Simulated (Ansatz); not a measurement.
**TiS₂ (CdI2 type) under strain**

TiS₂, CdI2 type, relaxed with r2SCAN+rVV10 in Ansatz 0.2.0. Space group P-3m1 (No. 164), trigonal; a = 3.411 Å, c = 5.739 Å in the conventional setting, 19.27 Å³ an atom. Around Ti lie 6 S at 2.42 Å; around S lie 3 Ti at 2.42 Å.

The axes x, y and z are those of this cell:
```xyz
3
Lattice="3.4106 0.0000 0.0000 -1.7053 2.9537 0.0000 0.0000 0.0000 5.7387" Properties=species:S:1:pos:R:3 pbc="T T T"
Ti    0.0000    0.0000    0.0000
S     0.0000    1.9691    1.4055
S     1.7053    0.9846    4.3332
```

Unstrained: With HSE06 the valence top lies at Γ and the conduction bottom at L, 0.614 eV higher; the smallest vertical gap, at Γ, is 1.158 eV. Meshes: HSE06 6×6×4. Strains are changes of length per length, and xy shears are angles. After each strain the atoms were relaxed again with r2SCAN+rVV10 within the symmetry that the strain leaves, so tilts or polar shifts that break it weren't tested; points keep the names that they have in the unstrained zone. The values are computed, spin-unpolarised, and not measurements.

Changes of the least gap in eV (an overlap counts as a negative gap):
```json
{"strain": "isotropic -1.5 % on every length", "volume change (%)": "-4.4", "space group": "P-3m1", "HSE06": "-0.240"}
{"strain": "uniaxial -2.5 % along z", "volume change (%)": "-2.5", "space group": "P-3m1", "HSE06": "-0.028"}
{"strain": "epitaxial +5.0 % in the xy plane, free normal strain -2.50 %", "volume change (%)": "+7.5", "space group": "P-3m1", "HSE06": "+0.187"}
{"strain": "xy shear, engineering strain (angle) +1.5 %", "volume change (%)": "0.0", "space group": "P-1", "HSE06": "-0.081"}
```

Isotropic -1.5 % on every length. HSE06: the gap goes from 0.614 to 0.374 eV (-0.240 eV); with HSE06 the top three valence levels at Γ, grouped 2+1 from the top over 188 meV, become 2+1 over 231 meV. For HSE06, dE_g/d ln V = 5.3 eV over this step.

Uniaxial -2.5 % along z, other directions held. HSE06: the gap goes from 0.614 to 0.586 eV (-0.028 eV); with HSE06 the top three valence levels at Γ, grouped 2+1 from the top over 188 meV, become 1+2 over 24 meV.

Epitaxial +5.0 % in the xy plane, free normal strain -2.50 %. HSE06: the gap goes from 0.614 to 0.801 eV (+0.187 eV); with HSE06 the top three valence levels at Γ, grouped 2+1 from the top over 188 meV, become 1+2 over 452 meV.

Xy shear, engineering strain (angle) +1.5 %. HSE06: the gap goes from 0.614 to 0.533 eV (-0.081 eV); with HSE06 the top three valence levels at Γ, grouped 2+1 from the top over 188 meV, become 1+1+1 over 246 meV.

The meshes of the hybrids are coarse, so their gaps aren't converged to the digits shown.

The splittings at Γ are without spin-orbit coupling, which regroups them where it is of like size or larger.
